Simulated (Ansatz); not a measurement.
CdS (h-MgO type), relaxed with r2SCAN in Ansatz 0.2.0: it is hexagonal, P6_3/mmc (No. 194); a = 4.409 Å, c = 5.748 Å in the conventional setting, 24.19 Å³ an atom. Cd is surrounded by 5 S at 2.55–2.87 Å; S is surrounded by 5 Cd at 2.55–2.87 Å. The primitive cell holds 4 atoms in 96.75 Å³. The calculation is spin-unpolarised, and the structure need not be a phase that has been made.

Computed values: PBE gives a gap of 1.00 eV and PBE0 (25 % exact exchange) 2.75 eV; one over PBE's mean ε∞ is 0.148. HSE06 (6×6×4) gives a least gap of 2.07 eV and a least direct gap of 2.35 eV.

**Question.** What is the density?

**Answer.** The cell holds 2 Cd, 2 S: M = 2×112.414 + 2×32.060 = 288.95 u in V = 96.75 Å³. ρ = 1.66054 × M/V = 1.66054 × 288.95/96.75 = 4.959 g/cm³, for the static r2SCAN lattice.

**Question.** Taking the gap as linear in the share of unscreened exchange, estimate the gap of the hybrid whose share is 1/ε∞.

**Answer.** The slope is (2.75 − 1.00)/0.25 = 7.00 eV per unit share, so E_g ≈ 1.00 + 7.00 × 0.148 = 2.04 eV. The run with that share gives 2.02 eV (6×6×4 mesh), -0.02 eV from the straight line.

**Question.** At what wavelength does absorption set in by HSE06, excitons left aside?

**Answer.** λ = 1239.84 eV nm/E: 599 nm for the least gap, where it needs phonons and is weak, and 528 nm for direct transitions. The direct edge lies in the visible range.

The runs are scalar-relativistic, without spin-orbit coupling.

The meshes of the hybrids are coarse, so their gaps aren't converged to the digits shown.
